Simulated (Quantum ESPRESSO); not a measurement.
**GaP under changes of volume**

One of the cells (20.240 Å³/atom); the others are scaled copies at fixed shape and fractional positions:

```
Ga P
1.0
     0.00000    2.72525    2.72525
     2.72525    0.00000    2.72525
     2.72525    2.72525    0.00000
Ga P
1 1
Cartesian
  0.0000 0.0000 0.0000
  4.0879 4.0879 4.0879
```

```yaml
Program: Quantum ESPRESSO 7.5
Functional: rev-vdW-DF2
Potentials_or_basis: PseudoDojo 0.4.1 SR PBE standard
Cutoff: 1088 eV
Density_cutoff: 4354 eV
k_mesh: 8 × 8 × 8
Occupations: fermi-dirac, width 0.05 eV
Spin: no spin polarisation
```

```tsv
volume (Å³/atom)	energy over the lowest point (meV/atom)	pressure (GPa)	gap on the mesh (eV)
19.026	31.27	7.1	1.48
19.431	16.04	4.9	1.52
19.836	6.10	2.9	1.55
20.240	0.92	1.1	1.57
20.645	0.00	-0.5	1.50
21.050	?	?	?
21.455	9.21	-3.2	1.19
```

Task: What does the run at 21.050 Å³/atom give?

Result: Energy over the lowest point 2.90 meV/atom; pressure -1.9 GPa; gap on the mesh 1.35 eV.

Worked out: A Birch-Murnaghan fit of order 3 (a polynomial in V^(-2/3)) to the other rows has its minimum at 20.54 Å³/atom with B0 = V·E''(V) = 79 GPa and B' = 4.5. It gives 2.89 meV/atom at 21.050 Å³/atom, against the run's 2.90, and -dE/dV = -1.8 GPa, against -1.9. A parabola through the other rows of the gap, of slope -7.28 eV per unit of ln V there, gives 1.36 eV, against the run's 1.35.

Energies are extrapolated to zero smearing.

Caveats: the potentials were made for another functional, which shifts forces and pressure.

A mesh can miss the band edges. Spin-orbit coupling on Ga is left out.
